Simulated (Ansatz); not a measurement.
# Li2O: how the settings move a single-point run

Question: which choices in the input matter for Li2O?

Method: reference: DFT, PBE, all-electron LAPW, scalar-relativistic, in Ansatz 0.2.0.

### Step 1. Starting point

It takes space group Fm-3m (No. 225, cubic). Conventional cell: a = 4.572 Å, b = 4.572 Å, c = 4.572 Å, α = 90.00°, β = 90.00°, γ = 90.00°. Li (site symmetry -43m) has 4 O at 1.98 Å as nearest neighbours. Around O (site symmetry m-3m) lie 8 Li at 1.98 Å.

Structure file:

```cif
data_structure
_symmetry_space_group_name_H-M 'P 1'
_symmetry_Int_Tables_number 1
_cell_length_a 3.2331
_cell_length_b 3.2331
_cell_length_c 3.2331
_cell_angle_alpha 60.000
_cell_angle_beta 60.000
_cell_angle_gamma 60.000
_cell_volume 23.90
loop_
_atom_site_label
_atom_site_type_symbol
_atom_site_fract_x
_atom_site_fract_y
_atom_site_fract_z
_atom_site_occupancy
Li1 Li 0.25000 0.25000 0.25000 1
Li2 Li 0.75000 0.75000 0.75000 1
O1 O 0.00000 0.00000 0.00000 1
```

### Step 2. Baseline

input.yaml

```yaml
crystal:
  lattice:
    - [0.0, 2.2861701221, 2.2861701221]
    - [2.2861701221, 0.0, 2.2861701221]
    - [2.2861701221, 2.2861701221, 0.0]
  atoms:
    - { symbol: Li, position: [0.25, 0.25, 0.25] }
    - { symbol: Li, position: [0.75, 0.75, 0.75] }
    - { symbol: O, position: [0.0, 0.0, 0.0] }
kpoints:
  mp_grid: { grid: [9, 9, 9] }
scf:
  occupations: { method: fermi_dirac, width: 0.03 }
hamiltonian:
  xc: pbe
  pseudopotentials: { kind: all_electron, lapw: { basis_error: 0.0005 } }
output:
  forces: true
  stress: true
  eigenvalues: true
```

The run is started by

```console
$ ansatz run input.yaml --threads 1 --pin off --max-ram 4096MiB --backend cpu --events-out ev --progress --plain --runs-dir out
```

### Step 3. Changing settings: dispersion d3bj

Changes to input.yaml since step 2:

```diff
@@ -16,2 +16,3 @@
   pseudopotentials: { kind: all_electron, lapw: { basis_error: 0.0005 } }
+  dispersion: d3bj
 output:
```

**Question.** What will these runs give? Wanted: for each run, ending; energy change; pressure; gap; force.

**Answer**, as computed:

```tsv
run	ending	energy change	pressure (GPa)	gap (eV)	force (eV/Å)	cycles	time
reference	converged	0	2.9	5.15	0.00	7	4.2 s
1: dispersion d3bj	converged	-272.8 meV/atom (offset of the dispersion model)	-2.8	5.15	0.00	7	3.9 s
```

Residual by cycle in the longest SCF loop of each run; runs are numbered as in the table. The quantity is the density residual dr2, in eV.

```tsv
cycle	reference	run 1
1	2.71	2.71
2	0.134	0.134
3	0.0935	0.0935
4	0.00134	0.00134
5	1.1e-5	1.1e-5
6	7.1e-8	7.1e-8
7	7.5e-10	7.5e-10
```

**Reading.** The energy moves by -272.8 meV/atom, nearly all of it the dispersion term itself (-272.8 meV/atom); that offset belongs to the model and is no gain or loss of stability; the pressure goes from 2.9 to -2.8 GPa.

These are semilocal Kohn-Sham gaps, which aren't the measured quantity. Such gaps usually fall short of the measured ones.
